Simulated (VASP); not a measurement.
Here is a VASP 6.6.1 calculation.

File INCAR:

```
SYSTEM = SrCl2
PREC = Accurate ; ENCUT = 520
EDIFF = 1E-7 ; ISMEAR = 0
SIGMA = 0.05 ; LREAL = .FALSE.
LASPH = .TRUE. ; NELM = 100
ALGO = Fast ; ISIF = 2
LWAVE = .FALSE. ; LCHARG = .FALSE.
GGA = PE ; NBANDS = 19
```

The input KPOINTS:

```
Automatic mesh
0
G
  6 6 6
  0 0 0
```

POSCAR

```
SrCl2
1.0
    0.0000000000      3.4855000000      3.4855000000
    3.4855000000      0.0000000000      3.4855000000
    3.4855000000      3.4855000000      0.0000000000
Sr Cl
1 2
Direct
    0.0000000000      0.0000000000      0.0000000000
    0.2500000000      0.2500000000      0.2500000000
    0.7500000000      0.7500000000      0.7500000000
```

Potentials or basis: VASP PAW PBE potentials, release 64 (Sr_sv, Cl).

The run is started by

```bash
$ cat potpaw_PBE.64/Sr_sv/POTCAR potpaw_PBE.64/Cl/POTCAR > POTCAR
$ mpirun -np 1 vasp_std > vasp.out
```

Question: What does it give for the pressure?

Answer: 1.2 GPa.

Question: Predict the band gap on the k mesh.

Answer: 5.35 eV, indirect (least direct gap 5.50 eV).

A k mesh can miss the band edges. Expect the measured gap to be larger: semilocal functionals such as PBE lack the derivative discontinuity.
